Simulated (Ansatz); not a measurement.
# Ga: the cost of one run

Method: DFT PBE, scalar-relativistic, in Ansatz 0.2.0.

### 1 Starting point

Symmetry: I4/mmm, No. 139, tetragonal system. Conventional cell: a = 2.808 Å, b = 2.808 Å, c = 4.458 Å, α = 90.00°, β = 90.00°, γ = 90.00°. Ga (site symmetry 4/mmm) is surrounded by 12 Ga at 2.81 to 2.99 Å.

Coordinates:

```cif
data_structure
_symmetry_space_group_name_H-M 'P 1'
_symmetry_Int_Tables_number 1
_cell_length_a 2.9851
_cell_length_b 2.9851
_cell_length_c 2.9851
_cell_angle_alpha 123.888
_cell_angle_beta 123.888
_cell_angle_gamma 83.388
_cell_volume 17.58
loop_
_atom_site_label
_atom_site_type_symbol
_atom_site_fract_x
_atom_site_fract_y
_atom_site_fract_z
_atom_site_occupancy
Ga1 Ga 0.00000 0.00000 0.00000 1
```

The cell is a deposited one (Crystallography Open Database entry 9012723); the temperature and pressure of the measurement aren't taken into account, and nothing was relaxed.

### 2 Full-potential LAPW

The input, input.yaml:

```yaml
crystal:
  lattice:
    - [-1.404, 1.404, 2.229]
    - [1.404, -1.404, 2.229]
    - [1.404, 1.404, -2.229]
  atoms:
    - { symbol: Ga, position: [0.0, 0.0, 0.0] }
kpoints:
  mp_grid: { grid: [16, 16, 16] }
  band_path:
    path:
      - [0.0, 0.0, 0.0]
      - [0.0, 0.0, 0.5]
      - [0.25, 0.25, 0.25]
      - [0.0, 0.5, 0.0]
      - [0.0, 0.0, 0.0]
      - [0.5, 0.5, -0.5]
      - [0.3491868475, 0.6508131525, -0.3491868475]
      - [-0.3491868475, 0.3491868475, 0.3491868475]
      - [0.0, 0.0, 0.0]
    npoints: 14
scf:
  occupations: { method: fermi_dirac, width: 0.03 }
hamiltonian:
  xc: pbe
  pseudopotentials: { kind: all_electron, lapw: { basis_error: 0.001 } }
output:
  forces: true
  stress: true
  eigenvalues: true
  populations: true
  dos: { projected: true, de: 0.2, e_range: [-14, 8] }
```

Run with:

```sh
> ansatz run input.yaml --threads 1 --pin off --max-ram 2048MiB --backend cpu --events-out ev --progress --plain --runs-dir out
```

Q: Estimate wall time and peak memory on 1 thread of AMD EPYC 7B13 (Zen 3), shared host.

About 18 s, with a peak of 0.44 GiB.
